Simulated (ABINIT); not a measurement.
# WS2 (Tungstenite) (P1) in ABINIT: single point with PBEsol

Aim: the single point of WS2 (Tungstenite) with PBEsol.

All numbers are computed with ABINIT 10.8.3 (patched build); they aren't measurements. Logs are shortened: lines on timing, memory, paths and dates and some standing lists are left out, and cuts for length are marked. The log counts tension as positive stress, the text compression.

## (1) The cell of the first run

The typed cell holds 3 atoms: a = 6.427 Å, b = 6.427 Å, c = 6.427 Å, α = 28.44°, β = 28.44°, γ = 28.44°.

## (2) Single point, PBEsol (atoms moved at random, drawn with an rms of 0.05 Å)

Input file run.abi:

```
# Pseudopotentials
pp_dirpath "./"
pseudos "W.upf, S.upf"

# Structure
acell 3*1.0 Angstrom
rprim
     1.5790000000     0.9116360751     6.1633333333
    -1.5790000000     0.9116360751     6.1633333333
     0.0000000000    -1.8232721501     6.1633333333
ntypat 2
znucl 74 16
natom 3
typat 1 2 2
xred
    -0.0129770000     0.0109140000     0.0083710000
     0.5857000000     0.5814600000     0.5725220000
     0.7475030000     0.7399750000     0.7708190000
chkprim 0
chksymtnons 0
tolsym 1.0e-6

# Plane-wave basis
ecut 37.0

# k points
kptopt 1
ngkpt 10 10 10
nshiftk 1
shiftk 0.0 0.0 0.0

# Exchange and correlation
ixc -116133

# Bands and occupations
nband 17
occopt 3
tsmear 0.05 eV

# SCF cycle
nstep 100
tolvrs 1.0e-10

# Output
iomode 3
prtwf 0
prteig 0
prtebands 0
enunit 2
prtden 1
prtvha 1
prtvclmb 1
prtpot 1
prtelf 1
```

Potentials or basis: PseudoDojo NC SR PBEsol v0.4.1 standard.

Command:

```console
> abinit run.abi > log 2>&1
```

run.abo:

```text
.Version 10.8.3 of ABINIT
 Symmetries : space group P1 (#  1); Bravais aP (primitive triclinic)
================================================================================
 Values of the parameters that define the memory need of the present run
     intxc =       0    ionmov =       0      iscf =       7    lmnmax =       8
     lnmax =       8     mgfft =      72  mpssoang =       4    mqgrid =    3001
     natom =       3  nloc_mem =       1    nspden =       1   nspinor =       1
    nsppol =       1      nsym =       1    n1xccc =    2501    ntypat =       2
    occopt =       3   xclevel =       2
       mpw =        3881          nfft =      373248          nkpt =         504
================================================================================
================================================================================

--------------------------------------------------------------------------------
------------- Echo of variables that govern the present computation ------------
--------------------------------------------------------------------------------
 -outvars: echo values of preprocessed input variables --------
            acell      1.8897261259E+00  1.8897261259E+00  1.8897261259E+00 Bohr
              amu      1.83850000E+02  3.20660000E+01
          chkprim           0
      chksymtnons           0
             ecut      3.70000000E+01 Hartree
           enunit           2
                       outvar_i_n : Printing only first  50 k-points.
              ixc     -116133
                       outvar_i_n : Printing only first  50 k-points.
         kptrlatt       10    0    0      0   10    0      0    0   10
          kptrlen      5.96775511E+01
            natom           3
            nband          17
            ngfft          72      72      72
             nkpt         504
            nstep         100
             nsym           1
           ntypat           2
                       prtocc : prtvol=0, do not print more k-points.
           occopt           3
        prtebands           0
           prteig           0
           prtelf           1
           prtpot           1
         prtvclmb           1
           prtvha           1
            prtwf           0
            rprim      1.5790000000E+00  9.1163607510E-01  6.1633333333E+00
                      -1.5790000000E+00  9.1163607510E-01  6.1633333333E+00
                       0.0000000000E+00 -1.8232721501E+00  6.1633333333E+00
          spgroup           1
           tolsym      1.00000000E-06
           tolvrs      1.00000000E-10
           tsmear      1.83746611E-03 Hartree
            typat      1  2  2
                       outvars : Printing only first  50 k-points.
           xangst     -3.7723889000E-02 -1.7143316391E-02  3.8878306666E-02
                       6.6949600000E-03  2.0161743494E-02  1.0722240060E+01
                       1.1886712000E-02 -4.9374209750E-02  1.3918637177E+01
            xcart     -7.1287818614E-02 -3.2396172870E-02  7.3469351839E-02
                       1.2651640824E-02  3.8100173425E-02  2.0262097170E+01
                       2.2462630218E-02 -9.3303734111E-02  2.6302412310E+01
             xred     -1.2977000000E-02  1.0914000000E-02  8.3710000000E-03
                       5.8570000000E-01  5.8146000000E-01  5.7252200000E-01
                       7.4750300000E-01  7.3997500000E-01  7.7081900000E-01
            znucl       74.00000   16.00000

================================================================================

 chkinp: Checking input parameters for consistency.

================================================================================
== DATASET  1 ==================================================================

--- !DatasetInfo
iteration_state: {dtset: 1, }
dimensions: {natom: 3, nkpt: 504, mband: 17, nsppol: 1, nspinor: 1, nspden: 1, mpw: 3881, }
cutoff_energies: {ecut:  37.0, pawecutdg:  -1.0, }
electrons: {nelect:   2.60000000E+01, charge:   0.00000000E+00, occopt:   3.00000000E+00, tsmear:   1.83746611E-03, }
meta: {optdriver: 0, ionmov: 0, optcell: 0, iscf: 7, paral_kgb: 0, }
...

 Real(R)+Recip(G) space primitive vectors, cartesian coordinates (Bohr,Bohr^-1):
 R(1)=  2.9838776  1.7227425 11.6470120  G(1)=  0.1675672  0.0967450  0.0286196
 R(2)= -2.9838776  1.7227425 11.6470120  G(2)= -0.1675672  0.0967450  0.0286196
 R(3)=  0.0000000 -3.4454850 11.6470120  G(3)=  0.0000000 -0.1934899  0.0286196
 Unit cell volume ucvol=  3.5922549E+02 bohr^3
 Angles (23,13,12)=  2.84426739E+01  2.84426739E+01  2.84426739E+01 degrees

 getcut: wavevector=  0.0000  0.0000  0.0000  ngfft=  72  72  72
         ecut(hartree)=     37.000   => boxcut(ratio)=   2.16548

--- Pseudopotential description ------------------------------------------------
- pspini: atom type   1  psp file is ./W.upf
12 -116133 3 -1 1396                          pspcod,pspxc,lmax,lloc,mmax
     nproj     2     2     2     2

[... 55 lines left out ...]
- [ -2.9838776,   1.7227425,  11.6470120, ]
- [  0.0000000,  -3.4454850,  11.6470120, ]
lattice_lengths: [  12.14596,   12.14596,   12.14596, ]
lattice_angles: [ 28.443,  28.443,  28.443, ] # degrees, (23, 13, 12)
lattice_volume:   3.5922549E+02
convergence: {deltae: -3.624E-12, res2:  3.750E-11, residm:  1.761E-03, diffor: null, }
etotal    :  -9.79614545E+01
entropy   :   0.00000000E+00
fermie    :   3.60891722E-01
cartesian_stress_tensor: # hartree/bohr^3
- [  8.99523698E-05,   2.90253426E-05,   2.62824055E-05, ]
- [  2.90253426E-05,   9.87553631E-05,  -1.02531063E-04, ]
- [  2.62824055E-05,  -1.02531063E-04,   1.81978530E-04, ]
pressure_GPa:  -3.6353E+00
xred      :
- [ -1.2977E-02,   1.0914E-02,   8.3710E-03,  W]
- [  5.8570E-01,   5.8146E-01,   5.7252E-01,  S]
- [  7.4750E-01,   7.3998E-01,   7.7082E-01,  S]
cartesian_forces: # hartree/bohr
- [  1.85174215E-02,  -2.32122720E-04,  -2.62676943E-02, ]
- [ -7.39367182E-03,  -6.33441600E-03,   2.55621529E-02, ]
- [ -1.11237497E-02,   6.56653872E-03,   7.05541372E-04, ]
force_length_stats: {min:   1.29365771E-02, max:   3.21393924E-02, mean:   2.41431620E-02, }
...

 Integrated electronic density in atomic spheres:
 ------------------------------------------------
 Atom  Sphere_radius  Integrated_density
    1        2.00000         10.14933497
    2        2.00000          3.90488488
    3        2.00000          3.95825920
================================================================================

 ----iterations are completed or convergence reached----

 Mean square residual over all n,k,spin=   69.274E-08; max=  17.612E-04
 reduced coordinates (array xred) for    3 atoms
      -0.012977000000      0.010914000000      0.008371000000
       0.585700000000      0.581460000000      0.572522000000
       0.747503000000      0.739975000000      0.770819000000
 rms dE/dt=  2.4893E-01; max dE/dt=  3.6159E-01; dE/dt below (all hartree)
    1       0.251086321692      0.361593762382      0.305140376358
    2      -0.264748322676     -0.308871941313     -0.319547837773
    3       0.013662003570     -0.052721806203      0.014407462201

 cartesian coordinates (angstrom) at end:
    1     -0.03772388900000    -0.01714331639142     0.03887830666646
    2      0.00669496000000     0.02016174349416    10.72224005994201
    3      0.01188671200000    -0.04937420975033    13.91863717659139

 cartesian forces (hartree/bohr) at end:
    1      0.01851742148282    -0.00023212272032    -0.02626769431139
    2     -0.00739367181616    -0.00633441600096     0.02556215293984
    3     -0.01112374966666     0.00656653872128     0.00070554137154
 frms,max,avg= 1.4713978E-02 2.6267694E-02   6.859E-10 -5.121E-10 -1.740E-10 h/b

 cartesian forces (eV/Angstrom) at end:
    1      0.95220409762312    -0.01193623019509    -1.35073915024367
    2     -0.38019789128627    -0.32572876724559     1.31445875420427
    3     -0.57200620633685     0.33766499744068     0.03628039603940
 frms,max,avg= 7.5662319E-01 1.3507392E+00   3.527E-08 -2.633E-08 -8.947E-09 e/A
 length scales=  1.889726125908  1.889726125908  1.889726125908 bohr
              =  1.000000000000  1.000000000000  1.000000000000 angstroms
 Fermi (or HOMO) energy (hartree) =   0.36089   Average Vxc (hartree)=  -0.41826
 Eigenvalues (hartree) for nkpt= 504  k points:
 kpt#   1, nband= 17, wtk=  0.00100, kpt=  0.0000  0.0000  0.0000 (reduced coord)
  -2.39567   -1.08201   -1.07496   -1.07458   -0.22435   -0.15307    0.06536    0.22182
   0.22500    0.26241    0.27678    0.28620    0.30376    0.41668    0.42790    0.43976
   0.44419
      occupation numbers for kpt#   1
   2.00000    2.00000    2.00000    2.00000    2.00000    2.00000    2.00000    2.00000
   2.00000    2.00000    2.00000    2.00000    2.00000    0.00000    0.00000    0.00000
   0.00000
 prteigrs : prtvol=0 or 1, do not print more k-points.

 Fermi (or HOMO) energy (eV) =   9.82036   Average Vxc (eV)= -11.38149
 Eigenvalues (   eV  ) for nkpt= 504  k points:
 kpt#   1, nband= 17, wtk=  0.00100, kpt=  0.0000  0.0000  0.0000 (reduced coord)
 -65.18962  -29.44296  -29.25111  -29.24083   -6.10494   -4.16532    1.77864    6.03598
   6.12267    7.14061    7.53152    7.78778    8.26582   11.33843   11.64364   11.96654
  12.08690
 prteigrs : prtvol=0 or 1, do not print more k-points.

--- !EnergyTerms
iteration_state     : {dtset: 1, }
comment             : Components of total free energy in Hartree
kinetic             :  2.80430195334362E+01
hartree             :  2.49337053094760E+01
xc                  : -2.27910274842155E+01
Ewald energy        : -6.08164109140836E+01
psp_core            :  2.09537632828729E+00
local_psp           : -8.51015576031401E+01
non_local_psp       :  1.56754404041706E+01
internal            : -9.79614544260690E+01
'-kT*entropy'       : -2.82264713599668E-08
total_energy        : -9.79614544542955E+01
total_energy_eV     : -2.66566697437391E+03
band_energy         : -9.01387369853703E+00
...

 Cartesian components of stress tensor (hartree/bohr^3)
  sigma(1 1)=  8.99523698E-05  sigma(3 2)= -1.02531063E-04
  sigma(2 2)=  9.87553631E-05  sigma(3 1)=  2.62824055E-05
  sigma(3 3)=  1.81978530E-04  sigma(2 1)=  2.90253426E-05

-Cartesian components of stress tensor (GPa)         [Pressure= -3.6353E+00 GPa]
- sigma(1 1)=  2.64649009E+00  sigma(3 2)= -3.01656803E+00
- sigma(2 2)=  2.90548310E+00  sigma(3 1)=  7.73255066E-01
- sigma(3 3)=  5.35399320E+00  sigma(2 1)=  8.53955063E-01

== END DATASET(S) ==============================================================
================================================================================

 -outvars: echo values of variables after computation  --------
            acell      1.8897261259E+00  1.8897261259E+00  1.8897261259E+00 Bohr
           etotal     -9.7961454454E+01
            fcart      1.8517421483E-02 -2.3212272032E-04 -2.6267694311E-02
                      -7.3936718162E-03 -6.3344160010E-03  2.5562152940E-02
                      -1.1123749667E-02  6.5665387213E-03  7.0554137154E-04
            rprim      1.5790000000E+00  9.1163607510E-01  6.1633333333E+00
                      -1.5790000000E+00  9.1163607510E-01  6.1633333333E+00
                       0.0000000000E+00 -1.8232721501E+00  6.1633333333E+00
           strten      8.9952369846E-05  9.8755363145E-05  1.8197852993E-04
                      -1.0253106336E-04  2.6282405483E-05  2.9025342634E-05
           xangst     -3.7723889000E-02 -1.7143316391E-02  3.8878306666E-02
                       6.6949600000E-03  2.0161743494E-02  1.0722240060E+01
                       1.1886712000E-02 -4.9374209750E-02  1.3918637177E+01
             xred     -1.2977000000E-02  1.0914000000E-02  8.3710000000E-03
                       5.8570000000E-01  5.8146000000E-01  5.7252200000E-01
                       7.4750300000E-01  7.3997500000E-01  7.7081900000E-01
 Calculation completed.
```

It took 57 min on 1 thread of Arm Neoverse V2, shared host; peak memory 0.68 GiB.

What came out:

```
Free energy                                           : -2665.6670 eV
Pressure                                              : -3.6 GPa
Largest force                                         : 1.653 eV/Å
Band gap on the k mesh                                : 0.93 eV, indirect (least direct gap 2.06 eV)
Valence electrons inside the program's atomic spheres : W 10.15; S 3.90, 3.96
```

Forces on the atoms (eV/Å):
```
W    0.952 -0.012 -1.351
S   -0.380 -0.326  1.314
S   -0.572  0.338  0.036
```

Levels at points of the mesh, in eV from the valence-band top:
```csv
k point,band 11,band 12,band 13,band 14,band 15,band 16
"(0.00, 0.00, 0.00)",-1.86,-1.60,-1.12,1.95,2.25,2.58
"(0.50, 0.00, 0.00)",-2.44,-1.72,-1.52,2.43,2.56,3.45
"(0.00, 0.50, 0.00)",-2.59,-1.82,-1.53,2.36,2.60,3.56
"(0.50, 0.50, 0.00)",-3.16,-1.89,-1.39,2.35,2.66,3.26
"(0.00, 0.00, 0.50)",-2.64,-1.81,-1.42,2.39,2.60,3.36
"(0.50, 0.00, 0.50)",-3.30,-1.85,-1.51,2.32,2.69,3.29
"(0.00, 0.50, 0.50)",-3.16,-1.87,-1.37,2.37,2.58,3.16
"(0.50, 0.50, 0.50)",-2.22,-1.80,0.00,2.06,2.22,2.44
```

Caveat: spin-orbit coupling is left out, which moves the levels of the heavy elements. A k mesh can miss the band edges.
